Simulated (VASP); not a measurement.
Wanted: the native input for a VASP 6.6.1 run.

```yaml
Task: relaxation of cell and atoms
Functional: PBEsol
Potentials_or_basis: VASP PAW PBE potentials, release 64 (P, Ga_d)
Cutoff: 600 eV
k_mesh: 8 × 8 × 8
Occupations: gaussian, width 0.02 eV
Spin: no spin polarisation
Dipole_correction: no
Further_INCAR_settings: ALGO = Normal; EDIFF = 1e-07; IBRION = 2; EDIFFG = -0.005; NSW = 100; ISIF = 3
```

The structure of GaP lies in POSCAR:

```
GaP
1.0
    0.0000000000     -2.7252500000     -2.7252500000
    2.7252500000      0.0000000000     -2.7252500000
    2.7252500000     -2.7252500000      0.0000000000
P Ga
1 1
Direct
    0.5000000000      0.5000000000      0.5000000000
    0.7500000000      0.7500000000      0.7500000000
```

These files were run (other wordings do the same):

INCAR

```
SYSTEM = GaP
ALGO = Normal
EDIFF = 1E-7
EDIFFG = -0.005
ENCUT = 600
GGA = PS
IBRION = 2
ISIF = 3
ISMEAR = 0
LASPH = .True.
LCHARG = .False.
LREAL = .False.
LWAVE = .False.
NELM = 80
NSW = 100
PREC = Accurate
SIGMA = 0.02
```

KPOINTS

```
k-points
0
Gamma
  8 8 8
  0 0 0
```

Potentials or basis: VASP PAW PBE potentials, release 64 (P, Ga_d).

Command:

```console
$ cat potpaw_PBE.64/P/POTCAR potpaw_PBE.64/Ga_d/POTCAR > POTCAR
$ mpirun -np 1 vasp_std > vasp.out
```

Results of the run:

```
Relaxed volume                         : 20.09 Å³/atom
Relaxed cell                           : a = 3.844 Å, b = 3.844 Å, c = 3.844 Å, α = 60.00°, β = 60.00°, γ = 60.00°
Space group after relaxing (to 0.05 Å) : F-43m (No. 216)
Energy gained by relaxing              : 0.3 meV/atom
Ionic steps                            : 3
Pressure after relaxing                : 0.0 GPa
Band gap on the k mesh                 : 1.50 eV, indirect (least direct gap 1.81 eV)
```

Caveat: the PAW data sets were made with another functional, which shifts forces and pressure a little.

It took 35 s on 1 thread of Intel(R) Xeon(R) Platinum 8488C (Sapphire Rapids) (shared host), peak memory 0.19 GiB.
